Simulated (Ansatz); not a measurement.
Born–Oppenheimer molecular dynamics of a periodic cell of 24 atoms, Pd (surface Pd(100)). It starts from a relaxed structure.

All numbers below come from DFT PBEsol, scalar-relativistic, plane waves, PAW (Ansatz 0.2.0). Settings: accuracy low, cutoff 420 eV, k mesh 2x2x1, fermi-dirac smearing 0.1 eV, no spin polarisation.

```
ensemble        : NVT, Nosé–Hoover chain
time step       : 3 fs
steps asked     : 180
set temperature : 1200 K
thermostat      : time constant 50 fs, chain length 1
atoms held      : 1 to 6
seed            : 759185
```

Frames 3 fs apart, positions in Å.

Velocities at 210 fs (Å/ps):

```
Pd 0.00 0.00 0.00
Pd 0.00 0.00 0.00
Pd 0.00 0.00 0.00
Pd 0.00 0.00 0.00
Pd 0.00 0.00 0.00
Pd 0.00 0.00 0.00
Pd -0.77 -2.82 4.39
Pd -2.65 0.09 -4.19
Pd 1.64 1.38 -2.57
Pd -2.98 5.71 4.21
Pd 2.28 0.09 -3.06
Pd -2.08 -3.81 1.91
Pd 1.19 2.22 2.56
Pd -2.69 -2.67 2.08
Pd 1.04 0.36 -0.81
Pd 0.23 3.02 -1.09
Pd 1.64 -0.30 4.05
Pd 1.91 1.35 6.35
Pd 1.47 -3.97 3.68
Pd 4.71 -7.25 0.97
Pd 9.56 5.48 1.42
Pd 5.12 1.62 3.32
Pd 1.86 -0.94 4.40
Pd 1.05 -0.04 4.12
```

```xyz
24
Lattice="5.5013 0.0000 0.0000 0.0000 8.2519 0.0000 0.0000 0.0000 18.8350" Properties=species:S:1:pos:R:3 time_fs=210 energy_less_start_eV=3.454 T=1377
Pd 1.375 1.375 1.000
Pd 4.126 1.375 1.000
Pd 1.375 4.126 1.000
Pd 4.126 4.126 1.000
Pd 1.375 6.877 1.000
Pd 4.126 6.877 1.000
Pd 0.116 0.044 2.863
Pd 2.698 -0.160 2.925
Pd 0.143 2.787 2.883
Pd 3.107 2.795 3.007
Pd 0.146 5.513 3.034
Pd 3.006 5.564 2.858
Pd 1.091 1.481 4.873
Pd 3.994 1.181 4.914
Pd 2.049 4.227 5.002
Pd 4.633 4.035 4.957
Pd 1.264 6.948 4.806
Pd 4.002 6.667 4.836
Pd -0.288 0.246 7.252
Pd 2.553 0.022 6.864
Pd 1.857 2.714 7.235
Pd 4.501 2.651 7.215
Pd 0.480 4.995 6.932
Pd 3.152 5.447 6.907
24
Lattice="5.5013 0.0000 0.0000 0.0000 8.2519 0.0000 0.0000 0.0000 18.8350" Properties=species:S:1:pos:R:3 time_fs=213 energy_less_start_eV=3.351 T=1358
Pd 1.375 1.375 1.000
Pd 4.126 1.375 1.000
Pd 1.375 4.126 1.000
Pd 4.126 4.126 1.000
Pd 1.375 6.877 1.000
Pd 4.126 6.877 1.000
Pd 0.113 0.035 2.876
Pd 2.690 -0.159 2.913
Pd 0.148 2.791 2.875
Pd 3.098 2.812 3.019
Pd 0.153 5.513 3.025
Pd 2.999 5.552 2.864
Pd 1.095 1.488 4.881
Pd 3.985 1.174 4.920
Pd 2.052 4.228 4.999
Pd 4.634 4.043 4.954
Pd 1.269 6.947 4.818
Pd 4.008 6.672 4.855
Pd -0.283 0.234 7.263
Pd 2.567 0.001 6.867
Pd 1.885 2.730 7.239
Pd 4.516 2.657 7.225
Pd 0.485 4.993 6.945
Pd 3.155 5.447 6.919
24
Lattice="5.5013 0.0000 0.0000 0.0000 8.2519 0.0000 0.0000 0.0000 18.8350" Properties=species:S:1:pos:R:3 time_fs=216 energy_less_start_eV=3.258 T=1334
Pd 1.375 1.375 1.000
Pd 4.126 1.375 1.000
Pd 1.375 4.126 1.000
Pd 4.126 4.126 1.000
Pd 1.375 6.877 1.000
Pd 4.126 6.877 1.000
Pd 0.109 0.027 2.889
Pd 2.684 -0.156 2.901
Pd 0.153 2.795 2.868
Pd 3.087 2.828 3.031
Pd 0.160 5.513 3.014
Pd 2.991 5.539 2.869
Pd 1.100 1.494 4.890
Pd 3.977 1.166 4.926
Pd 2.053 4.228 4.995
Pd 4.635 4.052 4.951
Pd 1.274 6.946 4.832
Pd 4.014 6.678 4.875
Pd -0.279 0.222 7.272
Pd 2.580 -0.020 6.869
Pd 1.912 2.745 7.243
Pd 4.531 2.662 7.234
Pd 0.490 4.991 6.958
Pd 3.159 5.447 6.932
24
Lattice="5.5013 0.0000 0.0000 0.0000 8.2519 0.0000 0.0000 0.0000 18.8350" Properties=species:S:1:pos:R:3 time_fs=219 energy_less_start_eV=3.179 T=1304
Pd 1.375 1.375 1.000
Pd 4.126 1.375 1.000
Pd 1.375 4.126 1.000
Pd 4.126 4.126 1.000
Pd 1.375 6.877 1.000
Pd 4.126 6.877 1.000
Pd 0.103 0.019 2.902
Pd 2.678 -0.152 2.889
Pd 0.159 2.799 2.861
Pd 3.076 2.842 3.043
Pd 0.167 5.513 3.004
Pd 2.983 5.525 2.874
Pd 1.105 1.500 4.899
Pd 3.969 1.159 4.933
Pd 2.054 4.227 4.991
Pd 4.637 4.059 4.948
Pd 1.279 6.945 4.847
Pd 4.022 6.684 4.895
Pd -0.274 0.209 7.279
Pd 2.592 -0.041 6.872
Pd 1.938 2.760 7.245
Pd 4.546 2.668 7.242
Pd 0.495 4.990 6.971
Pd 3.162 5.446 6.946
24
Lattice="5.5013 0.0000 0.0000 0.0000 8.2519 0.0000 0.0000 0.0000 18.8350" Properties=species:S:1:pos:R:3 time_fs=222 energy_less_start_eV=3.117 T=1268
Pd 1.375 1.375 1.000
Pd 4.126 1.375 1.000
Pd 1.375 4.126 1.000
Pd 4.126 4.126 1.000
Pd 1.375 6.877 1.000
Pd 4.126 6.877 1.000
Pd 0.097 0.011 2.915
Pd 2.673 -0.147 2.878
Pd 0.166 2.802 2.854
Pd 3.063 2.856 3.054
Pd 0.174 5.512 2.994
Pd 2.974 5.511 2.880
Pd 1.111 1.506 4.909
Pd 3.961 1.153 4.939
Pd 2.053 4.226 4.987
Pd 4.638 4.066 4.946
Pd 1.284 6.944 4.862
Pd 4.029 6.692 4.914
Pd -0.268 0.197 7.286
Pd 2.604 -0.060 6.874
Pd 1.963 2.774 7.247
Pd 4.561 2.674 7.249
Pd 0.499 4.990 6.983
Pd 3.166 5.446 6.959
24
Lattice="5.5013 0.0000 0.0000 0.0000 8.2519 0.0000 0.0000 0.0000 18.8350" Properties=species:S:1:pos:R:3 time_fs=225 energy_less_start_eV=3.072 T=1226
Pd 1.375 1.375 1.000
Pd 4.126 1.375 1.000
Pd 1.375 4.126 1.000
Pd 4.126 4.126 1.000
Pd 1.375 6.877 1.000
Pd 4.126 6.877 1.000
Pd 0.089 0.004 2.927
Pd 2.669 -0.141 2.868
Pd 0.172 2.805 2.848
Pd 3.051 2.868 3.065
Pd 0.181 5.511 2.983
Pd 2.964 5.498 2.885
Pd 1.118 1.511 4.918
Pd 3.954 1.148 4.945
Pd 2.051 4.225 4.983
Pd 4.640 4.073 4.944
Pd 1.289 6.942 4.879
Pd 4.037 6.701 4.934
Pd -0.262 0.184 7.291
Pd 2.616 -0.080 6.876
Pd 1.988 2.787 7.249
Pd 4.576 2.680 7.256
Pd 0.503 4.990 6.995
Pd 3.170 5.445 6.973
24
Lattice="5.5013 0.0000 0.0000 0.0000 8.2519 0.0000 0.0000 0.0000 18.8350" Properties=species:S:1:pos:R:3 time_fs=228 energy_less_start_eV=3.044 T=1179
Pd 1.375 1.375 1.000
Pd 4.126 1.375 1.000
Pd 1.375 4.126 1.000
Pd 4.126 4.126 1.000
Pd 1.375 6.877 1.000
Pd 4.126 6.877 1.000
Pd 0.080 -0.003 2.940
Pd 2.667 -0.134 2.858
Pd 0.178 2.808 2.842
Pd 3.038 2.879 3.075
Pd 0.187 5.511 2.972
Pd 2.954 5.484 2.890
Pd 1.125 1.516 4.929
Pd 3.946 1.143 4.951
Pd 2.047 4.223 4.978
Pd 4.643 4.079 4.942
Pd 1.294 6.940 4.896
Pd 4.046 6.710 4.953
Pd -0.256 0.171 7.295
Pd 2.627 -0.098 6.878
Pd 2.011 2.799 7.250
Pd 4.590 2.686 7.262
Pd 0.506 4.992 7.007
Pd 3.174 5.444 6.987
24
Lattice="5.5013 0.0000 0.0000 0.0000 8.2519 0.0000 0.0000 0.0000 18.8350" Properties=species:S:1:pos:R:3 time_fs=231 energy_less_start_eV=3.033 T=1127
Pd 1.375 1.375 1.000
Pd 4.126 1.375 1.000
Pd 1.375 4.126 1.000
Pd 4.126 4.126 1.000
Pd 1.375 6.877 1.000
Pd 4.126 6.877 1.000
Pd 0.070 -0.010 2.952
Pd 2.665 -0.127 2.849
Pd 0.184 2.811 2.837
Pd 3.024 2.888 3.084
Pd 0.193 5.510 2.962
Pd 2.944 5.471 2.895
Pd 1.132 1.520 4.939
Pd 3.939 1.139 4.957
Pd 2.043 4.221 4.974
Pd 4.645 4.084 4.940
Pd 1.299 6.938 4.913
Pd 4.055 6.720 4.971
Pd -0.250 0.158 7.298
Pd 2.637 -0.116 6.880
Pd 2.033 2.810 7.250
Pd 4.605 2.692 7.267
Pd 0.509 4.993 7.018
Pd 3.178 5.443 7.001
24
Lattice="5.5013 0.0000 0.0000 0.0000 8.2519 0.0000 0.0000 0.0000 18.8350" Properties=species:S:1:pos:R:3 time_fs=234 energy_less_start_eV=3.034 T=1073
Pd 1.375 1.375 1.000
Pd 4.126 1.375 1.000
Pd 1.375 4.126 1.000
Pd 4.126 4.126 1.000
Pd 1.375 6.877 1.000
Pd 4.126 6.877 1.000
Pd 0.059 -0.016 2.964
Pd 2.663 -0.118 2.842
Pd 0.190 2.812 2.833
Pd 3.011 2.896 3.092
Pd 0.199 5.509 2.951
Pd 2.934 5.458 2.900
Pd 1.140 1.525 4.950
Pd 3.932 1.135 4.963
Pd 2.038 4.219 4.971
Pd 4.648 4.089 4.939
Pd 1.304 6.935 4.931
Pd 4.064 6.730 4.989
Pd -0.244 0.146 7.299
Pd 2.646 -0.132 6.882
Pd 2.054 2.821 7.250
Pd 4.620 2.699 7.271
Pd 0.511 4.996 7.029
Pd 3.183 5.442 7.016
```

Of the whole run (540 fs, mean temperature of the second half 1150 K): The conserved energy stayed within 0.34 meV per atom of its start (net change 0.28 meV per atom), so the integration is sound. A run of 0.54 ps of so small a system gives no equilibrium averages. Limits of this set-up: coarse k mesh, thin slab, slab without dipole correction, a typed lattice constant that wasn't relaxed here, low accuracy level.

The run took 18 min on 4 threads of Intel(R) Xeon(R) 6975P-C (Granite Rapids) (shared host), peak memory 3.8 GiB.
